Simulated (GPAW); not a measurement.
## How the form of the self-energy moves the gap of GaAs (F-43m)

Wanted: the gap of GaAs (F-43m) under several approximations, with cost.

Method: PBE and many-body steps on it, plane waves, in GPAW 26.7.0.

**The experiments to reproduce.**

- Gap 1.51 eV: band-edge emission energy from PL (direct gap at Gamma); photoluminescence, 633 nm excitation; 77 K; bulk crystal (MBE GaAs matrix around a thin InAs wetting layer on semi-insulating GaAs (100)) (“Photoluminescence of InAs/GaAs quantum dots under direct two-photon excitation”, 2020, pmc:7331710).

- Gap 1.42 eV: band-edge photoluminescence emission energy of the GaAs substrate; time-integrated photoluminescence; 300 K; bulk crystal ((001) GaAs substrate beneath GaBiAs epilayers) (“Investigation of the anisotropic electron g factor as a probe of the electronic structure of GaBixAs1-x/GaAs epilayers”, 2014, arxiv:1409.8467).

- Gap 1.418 ± 0.005 eV: direct gap E0 at Gamma from PR; modulated photoreflectance, low-field lineshape fit; 300 K; bulk crystal (semi-insulating GaAs(001) reference substrate) (“Evidence of valence band perturbations in GaAsN/GaAs(001): A combined variable-angle spectroscopic ellipsometry and modulated photoreflectance investigation”, 2008, arxiv:0805.2212).

- Gap 1.412 ± 0.01 eV: direct gap E0 at Gamma from ellipsometry; variable-angle spectroscopic ellipsometry, parametric critical-point fit; 300 K; bulk crystal (semi-insulating GaAs(001) reference substrate with native oxide) (“Evidence of valence band perturbations in GaAsN/GaAs(001): A combined variable-angle spectroscopic ellipsometry and modulated photoreflectance investigation”, 2008, arxiv:0805.2212).

**1. Starting point**

Symmetry: F-43m, No. 216, cubic system. Conventional cell: a = 5.654 Å, b = 5.654 Å, c = 5.654 Å, α = 90.00°, β = 90.00°, γ = 90.00°. Nearest to Ga lie 4 As at 2.45 Å. Nearest to As lie 4 Ga at 2.45 Å. Farther neighbours are not listed.

Coordinates:

```cif
data_structure
_symmetry_space_group_name_H-M 'F-43m'
_symmetry_Int_Tables_number 216
_cell_length_a 5.6537
_cell_length_b 5.6537
_cell_length_c 5.6537
_cell_angle_alpha 90.000
_cell_angle_beta 90.000
_cell_angle_gamma 90.000
_cell_volume 180.72
loop_
_atom_site_label
_atom_site_type_symbol
_atom_site_symmetry_multiplicity
_atom_site_Wyckoff_symbol
_atom_site_fract_x
_atom_site_fract_y
_atom_site_fract_z
_atom_site_occupancy
Ga1 Ga 4 a 0.00000 0.00000 0.00000 1
As1 As 4 d 0.25000 0.25000 0.75000 1
```

The cell and positions come from the Crystallography Open Database and are kept as given unless a step says otherwise.

**2. Empty states on the mesh, 6×6×6 mesh, 247 bands**

This step: GPAW 26.7.0; DFT, PBE, plane waves, PAW.

The sums over transitions need many empty states on a uniform mesh; this step solves for them.

run.py reads:

```python
import json
import numpy as np
from gpaw.mpi import world
from gpaw import GPAW

calc = GPAW('gs.gpw').fixed_density(kpts={'size': (6, 6, 6), 'gamma': True},
    parallel={'domain': 1, 'band': 1},
    txt='nscf.txt')
calc.diagonalize_full_hamiltonian(nbands=247)
calc.write('full.gpw', mode='all')
res = {}
kpts = calc.get_ibz_k_points()
res['kpts'] = kpts
res['eigenvalues'] = [calc.get_eigenvalues(kpt=k) for k in range(len(kpts))]
res['n_electrons'] = calc.get_number_of_electrons()

if world.rank == 0:
    with open('result.json', 'w') as f:
        json.dump(res, f, default=lambda x: x.tolist())
```

Launch:

```sh
$ mpirun -n 8 gpaw python run.py
```

Numbers of over 12 decimals in the logs are rounded to 6 here.

Log:

```text
Diagonalizing LCAO Hamiltonian
Converting LCAO to pw mode
convergence criteria:
- Maximum integral of absolute [eigenst]ate change: 4e-08 eV^2 / valence electron
maximum number of iterations: 100

SCF iterations
|iter     |     time |      energy | eigst |  dens |
|iter:   1|  |             | +0.85 |       |
|iter:   2|  |             | -0.96 |       |
|iter:   3|  |             | -2.90 |       |
|iter:   4|  |             | -4.63 |       |
|iter:   5|  |             | -5.91 |       |
|iter:   6|  |             | -6.99 |       |
|iter:   7|  |             | -7.70c|       |
SCF steps: 7
  __  _  _
 | _ |_)|_||  |
 |__||  | ||/\| - 26.7.0

Input parameters:
  mode=PW(ecut=450.000000),
  convergence={'density': 1e-06, 'bands': -3},
  gpts=array([20, 20, 20]),
  kpts=MonkhorstPack(size=(6, 6, 6), gamma=True),
  maxiter=100,
  nbands=11,
  occupations=Occupations(name='fermi-dirac', width=0.001, fixmagmom=False),
  parallel={'domain': 1, 'band': 1},
  xc=XC(name='PBE')
Matrix size: 966x966
# Writing to full.gpw (mode='all')
  [... matrices ...]

timing:  # [seconds]
  Total: 2.681  # ━━━━━━━━━━━━━━━━━━━━━━━━━━━━━━━━━━━━━━━━━━━━━━━━━━━━━━━━━━━
```

Elapsed: 5.4 s, on 8 MPI ranks of Arm Neoverse V2, shared host; peak memory 1.8 GiB.

Numbers from this step:

```
gap                                                           : 0.5868 eV
k of the valence top                                          : 0, 0, 0
k of the conduction bottom                                    : 0, 0, 0
least direct gap                                              : 0.5868 eV
k points computed                                             : 16
lowest point of the top converged band, above the valence top : 161.0810 eV
```

On this mesh the gap is 0.587 eV.

**3. G0W0, Godby-Needs plasmon pole**

Now the one-shot GW correction: screening in the RPA, then the self-energy of the levels asked for.

This step: G0W0 with a vertex from the rALDA kernel on PBE, plane waves, PAW.

run.py reads:

```python
import json
import numpy as np
from gpaw.mpi import world
from gpaw.response.g0w0 import G0W0

gw = G0W0('full.gpw',
    filename='gw',
    kpts=[0],
    bands=(2, 6),
    ecut=175,
    nbands=237,
    integrate_gamma='WS',
    ppa=True,
    xc='rALDA',
    fxc_mode=None,
    fxc_modes=['GWP', 'GWS', 'GWG'],
    do_GW_too=True)
gw.calculate()
res = {mode: {k: v for k, v in r.items() if k != 'sigma_eskwn'}
       for mode, r in gw.all_results.items()}

if world.rank == 0:
    with open('result.json', 'w') as f:
        json.dump(res, f, default=lambda x: x.tolist())
```

Launch:

```sh
$ mpirun -n 8 gpaw python run.py
```

Log:

```text
Using integrator: PointIntegrator
FrequencyGridDescriptor(from 0.000+0.000j to 0.000+27.211j eV, 2 points)
Nonperiodic BCs:  [False False False]
Using integrator: PointIntegrator
FrequencyGridDescriptor(from 0.000+0.000j to 0.000+27.211j eV, 2 points)
Nonperiodic BCs:  [False False False]
  ___  _ _ _
 |   || | | |
 | | || | | |
 |__ ||_____|
 |___|

BZ k-points: Symmetries present (total): 24

  [... matrices ...]
216 k-points: 6 x 6 x 6 Monkhorst-Pack grid + [1/12,1/12,1/12]
16 k-points in the irreducible part of the Brillouin zone
       k-points in crystal coordinates                weights
   0:     0.00000000    0.00000000    0.00000000          1/216
   1:     0.16666667    0.16666667    0.00000000          6/216
   2:     0.16666667    0.16666667    0.16666667          8/216
   3:     0.33333333    0.16666667    0.16666667         12/216
   4:     0.33333333    0.33333333   -0.33333333         12/216
   5:     0.33333333    0.33333333    0.00000000          6/216
   6:     0.33333333    0.33333333    0.16666667         24/216
   7:     0.33333333    0.33333333    0.33333333          8/216
   8:     0.50000000    0.33333333   -0.33333333         24/216
   9:     0.50000000    0.33333333   -0.16666667         12/216
          ...
  15:     0.50000000    0.50000000    0.50000000          4/216

Distributing spins, k-points and bands (1 x 1 x 4) over 8 processes
Number of blocks: 1

Quasi particle states:
k-points (IBZ indices): [0]
Band range: (2, 6)
  [... matrices ...]
Computational parameters:
Plane wave cut-off: 175 eV
Number of bands: 237
Coulomb cutoff: None
Broadening: 0.1 eV

fxc modes: GW, GWG, GWP, GWS
Kernel: rALDA
Using Godby-Needs plasmon-pole approximation:
  Fitting energy: i*E0, E0 = 1.000 Hartree
Summing all q:

Calculating screened Coulomb potential
No Coulomb truncation
FrequencyGridDescriptor(from 0.000+0.000j to 0.000+27.211j eV, 2 points)
Removing empty qpoint cache files...

Calculating chi0 body with:
    Ground state adapter containing:
    Number of spins: 1
    Number of kpoints: 216
    Number of irreducible kpoints: 16
    Number of completely occupied states: 4
    Number of partially occupied states: 4
    Occupied states memory: 0.48828125 M / cpu

    Linear response parametrization:
    q_c: [1.3877787807814457e-17, 1.3877787807814457e-17, 1.3877787807814457e-17]
    Number of frequency points: 2
    Planewave cutoff: 175.0
    Number of bands: 237
    Number of planewaves: 259
    Broadening (eta): 1e-06
    comm.size: 8
    kncomm.size: 8
    blockcomm.size: 1

    Memory estimate of potentially large arrays:
        chi0_wGG: 2.047150 M / cpu
Integrating chi0 body.

Symmetries of q_c:
    Direct symmetries (Uq -> q): 24
    Indirect symmetries (TUq -> q): 24
In total 48 allowed symmetries.

  [... matrices ...]
16 groups of equivalent kpoints. 92.592593% reduction.

Integral kind: response function
Integrating chi0 head and wings.

Symmetries of q_c:
    Direct symmetries (Uq -> q): 24
    Indirect symmetries (TUq -> q): 24
In total 48 allowed symmetries.

  [... matrices ...]
16 groups of equivalent kpoints. 92.592593% reduction.

Integral kind: response function wings
Calculating rALDA kernel at 175.0 eV cutoff
q point 0 complete
q point 1 complete
q point 2 complete
q point 3 complete
q point 4 complete
q point 5 complete
q point 6 complete
q point 7 complete
q point 8 complete
q point 9 complete
q point 10 complete
[... the further q-points ...]

Results:
f:      Occupation numbers
eps:     KS-eigenvalues [eV]
vxc:     KS vxc [eV]
exx:     Exact exchange [eV]
sigma:   Self-energies [eV]
dsigma:  Self-energy derivatives
Z:       Renormalization factors
qp:      QP-energies [eV]

k-point 0 (0): (0.000, 0.000, 0.000)                GWP
band       f     eps     vxc     exx   sigma  dsigma       Z      qp
                                                                  GWP
   2   1.000   4.921 -14.823 -16.231   0.678  -0.292   0.774   4.356
   3   1.000   4.921 -14.823 -16.231   0.678  -0.292   0.774   4.356
   4   0.000   5.508 -15.968 -12.075  -3.220  -0.274   0.785   6.036
   5   0.000   8.695 -12.103  -7.793  -4.228  -0.285   0.778   8.759
                                                                  GWS
   2   1.000   4.921 -14.823 -16.231   1.276  -0.254   0.798   4.816
   3   1.000   4.921 -14.823 -16.231   1.276  -0.254   0.798   4.816
[...]
GWG
[...]
GW
[...]
3   1.000   4.921 -14.823 -16.231   0.753  -0.277   0.783   4.408
   4   0.000   5.508 -15.968 -12.075  -3.111  -0.261   0.793   6.127
   5   0.000   8.695 -12.103  -7.793  -4.070  -0.270   0.787   8.884
```

Wall time 8.7 min (8 MPI ranks); peak memory 5.3 GiB.

Numbers from this step:

```
gap with the vertex in the polarisability    : 1.679 eV
gap with the vertex in the self-energy       : 1.668 eV
gap with the vertex in both                  : 1.620 eV
G0W0 gap on the points computed              : 1.719 eV
least direct G0W0 gap on the computed points : 1.719 eV
Z at the valence top                         : 0.7831
Z at the conduction bottom                   : 0.7928
starting gap on the mesh                     : 0.5868 eV
k of the valence top                         : 0, 0, 0
k of the conduction bottom                   : 0, 0, 0
```

The gap on the mesh goes from 0.59 eV to 1.72 eV, a correction of +1.13 eV.

**4. G0W0 with rALDA vertex**

Edit run.py of step 3 so:

```diff
@@ -9,4 +9,4 @@
     bands=(2, 6),
-    ecut=175,
-    nbands=237,
+    ecut=105,
+    nbands=110,
     integrate_gamma='WS',
@@ -14,5 +14,3 @@
     xc='rALDA',
-    fxc_mode=None,
-    fxc_modes=['GWP', 'GWS', 'GWG'],
-    do_GW_too=True)
+    fxc_mode='GWG')
 gw.calculate()
```

Launch:

```sh
$ mpirun -n 8 gpaw python run.py
```

Log:

```text
Using integrator: PointIntegrator
FrequencyGridDescriptor(from 0.000+0.000j to 0.000+27.211j eV, 2 points)
Nonperiodic BCs:  [False False False]
Using integrator: PointIntegrator
FrequencyGridDescriptor(from 0.000+0.000j to 0.000+27.211j eV, 2 points)
Nonperiodic BCs:  [False False False]
  ___  _ _ _
 |   || | | |
 | | || | | |
 |__ ||_____|
 |___|

BZ k-points: Symmetries present (total): 24

  [... matrices ...]
216 k-points: 6 x 6 x 6 Monkhorst-Pack grid + [1/12,1/12,1/12]
16 k-points in the irreducible part of the Brillouin zone
       k-points in crystal coordinates                weights
   0:     0.00000000    0.00000000    0.00000000          1/216
   1:     0.16666667    0.16666667    0.00000000          6/216
   2:     0.16666667    0.16666667    0.16666667          8/216
[...]
9:     0.50000000    0.33333333   -0.16666667         12/216
          ...
  15:     0.50000000    0.50000000    0.50000000          4/216

Distributing spins, k-points and bands (1 x 1 x 4) over 8 processes
Number of blocks: 1

Quasi particle states:
k-points (IBZ indices): [0]
Band range: (2, 6)
  [... matrices ...]
Computational parameters:
Plane wave cut-off: 105 eV
Number of bands: 110
Coulomb cutoff: None
Broadening: 0.1 eV

fxc modes: GWG
Kernel: rALDA
Using Godby-Needs plasmon-pole approximation:
  Fitting energy: i*E0, E0 = 1.000 Hartree
Summing all q:

Calculating screened Coulomb potential
No Coulomb truncation
FrequencyGridDescriptor(from 0.000+0.000j to 0.000+27.211j eV, 2 points)
Removing empty qpoint cache files...

Calculating chi0 body with:
    Ground state adapter containing:
    Number of spins: 1
    Number of kpoints: 216
    Number of irreducible kpoints: 16
    Number of completely occupied states: 4
    Number of partially occupied states: 4
    Occupied states memory: 0.48828125 M / cpu

    Linear response parametrization:
    q_c: [1.3877787807814457e-17, 1.3877787807814457e-17, 1.3877787807814457e-17]
    Number of frequency points: 2
    Planewave cutoff: 105.0
    Number of bands: 110
    Number of planewaves: 113
    Broadening (eta): 1e-06
    comm.size: 8
    kncomm.size: 8
    blockcomm.size: 1

    Memory estimate of potentially large arrays:
        chi0_wGG: 0.389679 M / cpu
Integrating chi0 body.

Symmetries of q_c:
    Direct symmetries (Uq -> q): 24
    Indirect symmetries (TUq -> q): 24
In total 48 allowed symmetries.

  [... matrices ...]
16 groups of equivalent kpoints. 92.592593% reduction.

Integral kind: response function
Integrating chi0 head and wings.

Symmetries of q_c:
    Direct symmetries (Uq -> q): 24
    Indirect symmetries (TUq -> q): 24
In total 48 allowed symmetries.

  [... matrices ...]
16 groups of equivalent kpoints. 92.592593% reduction.

Integral kind: response function wings
Calculating rALDA kernel at 105.0 eV cutoff
q point 0 complete
q point 1 complete
q point 2 complete
[...]
q point 9 complete
q point 10 complete
[... the further q-points ...]

Results:
f:      Occupation numbers
eps:     KS-eigenvalues [eV]
vxc:     KS vxc [eV]
exx:     Exact exchange [eV]
sigma:   Self-energies [eV]
dsigma:  Self-energy derivatives
Z:       Renormalization factors
qp:      QP-energies [eV]

k-point 0 (0): (0.000, 0.000, 0.000)                GWG
band       f     eps     vxc     exx   sigma  dsigma       Z      qp
                                                                  GWG
   2   1.000   4.921 -14.823 -16.231   1.289  -0.264   0.791   4.827
   3   1.000   4.921 -14.823 -16.231   1.289  -0.264   0.791   4.827
   4   0.000   5.508 -15.968 -12.075  -2.710  -0.252   0.799   6.453
   5   0.000   8.695 -12.103  -7.793  -3.545  -0.256   0.796   9.304
```

Wall time 65 s (8 MPI ranks); peak memory 3.5 GiB.

This step gave:

| Quantity | Value |
| --- | --- |
| quasiparticle gap on the points computed | 1.626 eV |
| least direct quasiparticle gap on the computed points | 1.626 eV |
| Z at the valence top | 0.7908 |
| Z at the conduction bottom | 0.7988 |
| starting gap on the mesh | 0.5868 eV |
| k of the valence top | 0, 0, 0 |
| k of the conduction bottom | 0, 0, 0 |

Against G0W0 in GPAW (6×6×6 mesh, 237 bands, screening to 175 eV, Godby-Needs plasmon pole), the gap moves by −0.094 eV.

**5. The runs together**

Times are wall times on 8 MPI ranks of Arm Neoverse V2, shared host, good to a factor of about two.

```
                           run   mesh  bands  screening cutoff (eV)  DFT gap (eV)  gap on the mesh (eV)  direct (eV)     time
G0W0, Godby-Needs plasmon pole  6×6×6    237                    175         0.587                 1.719        1.719  8.7 min
        G0W0 with rALDA vertex  6×6×6    110                    105         0.587                 1.626        1.626     65 s
```

**6. Summary of results**

```
G0W0, Godby-Needs plasmon pole : 1.719 eV
G0W0 with rALDA vertex         : 1.626 eV
known limits                   : not at the basis limit; no spin-orbit coupling; coarse k mesh
```

What this shows: G0W0 with rALDA vertex: −0.094 eV against G0W0, Godby-Needs plasmon pole, at other bands or cutoff, so not like for like. With the rALDA kernel as a vertex the gap is 1.68 eV (in the polarisability), 1.67 eV (in the self-energy) and 1.62 eV (in both), against 1.72 eV without. Against experiment, by G0W0, Godby-Needs plasmon pole: the direct gap of 1.72 eV lies +0.21 eV from the measured 1.51 eV (exciton, 77 K, 2020); the direct gap of 1.72 eV lies +0.30 eV from the measured 1.42 eV (exciton, 300 K, 2014); the direct gap of 1.72 eV lies +0.30 eV from the measured 1.418 ± 0.005 eV (direct, 300 K, 2008); the direct gap of 1.72 eV lies +0.31 eV from the measured 1.412 ± 0.01 eV (direct, 300 K, 2008). An exciton line or allowed optical edge lies below the quasiparticle gap by the binding energy; a forbidden edge can push the onset above it. These are gaps on the mesh, at modest bands and cutoff. The calculation has static nuclei and no excitons; a measured gap holds zero-point and thermal motion, which mostly lowers it. Bands and cutoff are finite, so the gap is not at the basis limit. The miss can reach some tenths of an eV and take either sign; the mesh is an error of its own. These stock PAW sets were not made for GW; the filled d or f shell of As and Ga lies in the frozen core, which bears on start and correction. In the G0W0 runs levels were corrected at 1 k point alone, so a gap called «on the mesh» is the least over those, and an edge elsewhere would be missed. The 6×6×6 mesh is coarse for this cell, which bears on the long-range parts of exchange and screening. The many-body steps are scalar-relativistic: spin-orbit coupling is not in them.

[Paths, hosts, dates, memory and timing lines, banners, echoed tables and standing remarks are left out of the program output.]

[Logs are printed without paths, hosts, clocks, repeated set-up lines and the standing remarks that a program may print on its own settings, such as how far it seeks lower states.]

[Runs of the session that timed out or met a known fault of the program may be left out.]

[Hosts, paths, dates, database ids (printed as entryN), source tags and the programs' standing remarks are cut or masked in the printed files.]
